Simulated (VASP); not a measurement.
Write the native input for VASP 6.6.1 that does the following.

- Task: single point
- Functional: PBEsol
- Potentials or basis: VASP PAW PBE potentials, release 64 (Ag)
- Cutoff: 700 eV
- k mesh: 18 × 18 × 18
- Occupations: gaussian, width 0.1 eV
- Spin: no spin polarisation
- Further INCAR settings: ALGO = Fast; EDIFF = 1e-06

The structure of Ag lies in POSCAR:

```
Ag
1.0
   -1.6115900000      1.6115900000      1.6115900000
    1.6115900000     -1.6115900000      1.6115900000
    1.6115900000      1.6115900000     -1.6115900000
Ag
1
Direct
    0.0000000000      0.0000000000      0.0000000000
```

This isn't the form of Ag at room conditions, which is fcc.

One way to write it, as run:

INCAR

```
  PREC = Accurate
  ENCUT = 700
  EDIFF = 1E-6
  ISMEAR = 0
  SIGMA = 0.1
  LREAL = False
  LASPH = True
  NELM = 100
  ALGO = Fast
  ISIF = 2
  LWAVE = False
  LCHARG = False
  GGA = PS
```

KPOINTS

```
Automatic mesh
0
Gamma
  18 18 18
```

Potentials or basis: VASP PAW PBE potentials, release 64 (Ag).

Launch:

```sh
$ cat potpaw_PBE.64/Ag/POTCAR > POTCAR
$ mpirun -np 1 vasp_std > vasp.out
```

Results of the run:

```
Pressure               : 0.2 GPa
Band gap on the k mesh : none (metal or under the smearing width)
```

Caveat: the PAW data sets were made with another functional, which shifts forces and pressure a little.

It took 13 s on 1 thread of Intel(R) Xeon(R) Platinum 8488C (Sapphire Rapids), on a shared host, peak memory 0.17 GiB.
